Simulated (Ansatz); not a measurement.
## A convergence test on SrTiO3 (I4/mcm): k mesh of the hybrid

Aim: see how gap, energy and time of SrTiO3 (I4/mcm) follow the k mesh of the hybrid.

Program: Ansatz 0.2.0. Level of theory: DFT, HSE06, plane waves, PAW. Results are calculated unless marked as measured.

Report form: the programs' logs are mostly left out.

### Step 1. The structure

The structure is tetragonal, space group I4/mcm (No. 140). The conventional cell has a = 5.511 Å, b = 5.511 Å, c = 7.796 Å, α = 90.00°, β = 90.00°, γ = 90.00°. Nearest to Sr lie 12 O at 2.73 to 2.78 Å. Nearest to Ti lie 6 O at 1.95 Å. Nearest to O lie 2 Ti at 1.95 Å and 4 Sr at 2.76 Å. Nearest to O lie 2 Ti at 1.95 Å and 4 Sr at 2.73 to 2.78 Å. Farther neighbours and most contacts between anions are not listed.

The cell and positions come from the Crystallography Open Database and are kept as given unless a step says otherwise. The default PAW set here is soft_2. Its files were made with PBE.

### Step 2. k mesh of the hybrid: 2×2×2

input.yaml

```yaml
crystal:
  lattice:
    - [-2.7555, 2.7555, 3.898]
    - [2.7555, -2.7555, 3.898]
    - [2.7555, 2.7555, -3.898]
  atoms:
    - { symbol: Sr, position: [0.75, 0.25, 0.5] }
    - { symbol: Sr, position: [0.25, 0.75, 0.5] }
    - { symbol: Ti, position: [0.0, 0.0, 0.0] }
    - { symbol: Ti, position: [0.5, 0.5, 0.0] }
    - { symbol: O, position: [0.25, 0.25, 0.0] }
    - { symbol: O, position: [0.75, 0.75, 0.0] }
    - { symbol: O, position: [0.7451, 0.2451, 0.9902] }
    - { symbol: O, position: [0.2451, 0.2549, 0.5] }
    - { symbol: O, position: [0.2549, 0.7549, 0.0098] }
    - { symbol: O, position: [0.7549, 0.7451, 0.5] }
kpoints:
  mp_grid: { grid: [2, 2, 2] }
  band_path:
    path:
      - [0.0, 0.0, 0.0]
      - [0.0, 0.0, 0.5]
      - [0.25, 0.25, 0.25]
      - [0.0, 0.5, 0.0]
      - [0.5, 0.5, -0.5]
      - [0.37492725, 0.62507275, -0.37492725]
      - [-0.37492725, 0.37492725, 0.37492725]
      - [-0.24985449, 0.24985449, 0.5]
    npoints: 1
hamiltonian:
  xc: hse06
scf:
  occupations: { method: fixed }
  n_extra_bands: 7
output:
  eigenvalues: true
```

Started as:

```
ansatz run input.yaml --threads 3 --pin off --max-ram 92160MiB --backend cuda --events-out ev --progress --plain --runs-dir out --devices 1 --max-vram 13GiB
```

Run time: 20 s. Hardware: 1 × NVIDIA H100 80GB HBM3 (shared by 6 runs) with 3 threads of AMD EPYC 7R13 (Zen 3), shared host; peak memory 1.1 GiB.

Numbers from this step:

* gap: 3.305 eV
* valence top at: Γ
* conduction bottom at: Γ
* least direct gap: 3.305 eV
* exact-exchange fraction: 0.25

The gap is direct, at Γ.

### Step 3. k mesh of the hybrid: 4×4×4

Changes to input.yaml since step 2:

```diff
@@ -17,3 +17,3 @@
 kpoints:
-  mp_grid: { grid: [2, 2, 2] }
+  mp_grid: { grid: [4, 4, 4] }
   band_path:
@@ -36 +36,5 @@
   eigenvalues: true
+  write_density: true
+  write_potential: true
+  elf: true
+  volumetric_format: npy
```

Elapsed: 49 s, on 1 × NVIDIA H100 80GB HBM3 (shared by 6 runs) with 3 threads; peak memory 1.4 GiB.

Numbers from this step:

- gap: 3.359 eV
- valence top at: Γ
- conduction bottom at: Γ
- least direct gap: 3.359 eV

The gap is 3.359 eV, +0.055 eV from the run before at this level.

### Step 4. k mesh of the hybrid: 6×6×6

Changes to input.yaml since step 3:

```diff
@@ -17,3 +17,3 @@
 kpoints:
-  mp_grid: { grid: [4, 4, 4] }
+  mp_grid: { grid: [6, 6, 6] }
   band_path:
@@ -36,5 +36 @@
   eigenvalues: true
-  write_density: true
-  write_potential: true
-  elf: true
-  volumetric_format: npy
```

The job ended after 90 s (1 × NVIDIA H100 80GB HBM3 (shared by 6 runs) with 3 threads; peak memory 2.3 GiB).

This step gave:

```
gap                  : 3.360 eV
valence top at       : Γ
conduction bottom at : Γ
least direct gap     : 3.360 eV
```

The gap is 3.360 eV, +0.001 eV from the run before at this level.

### Step 5. The series

Differences are against the last row; a negative gap means that bands overlap, and a run with a band path holds that path's time. Times are wall times on 1 × NVIDIA H100 80GB HBM3 (shared by 6 runs) with 3 threads of AMD EPYC 7R13 (Zen 3), shared host, good to a factor of about two.

```csv
k mesh of the hybrid,gap (eV),direct gap (eV),gap error (eV),energy error (meV/atom),irreducible k,time
2×2×2,3.305,3.305,−0.056,+27.9,4,20 s
4×4×4,3.359,3.359,−0.001,+0.1,13,49 s
6×6×6,3.360,3.360,+0.000,+0.0,30,90 s
```

### Step 6. Results

- 2×2×2: 3.305 eV
- 4×4×4: 3.359 eV
- 6×6×6: 3.360 eV

The gap holds to 0.02 eV from 4×4×4 on. At 2×2×2 the gap is off by −0.056 eV and the energy by +28 meV/atom. The gap is read over the mesh and added points near the edges, so meshes differ mainly through the density and, for a hybrid, the exchange operator.

[Paths, hosts, dates, memory and timing lines, banners, echoed tables and standing remarks are left out of the program output.]

[Logs are printed without paths, hosts, clocks, repeated set-up lines and the standing remarks that a program may print on its own settings, such as how far it seeks lower states.]

[Runs of the session that timed out or met a known fault of the program may be left out.]

[Cells called generated may have been cut or substituted from an entry of the Crystallography Open Database or the Materials Project.]

[Hosts, paths, dates, database ids (printed as entryN), source tags and the programs' standing remarks are cut or masked in the printed files.]
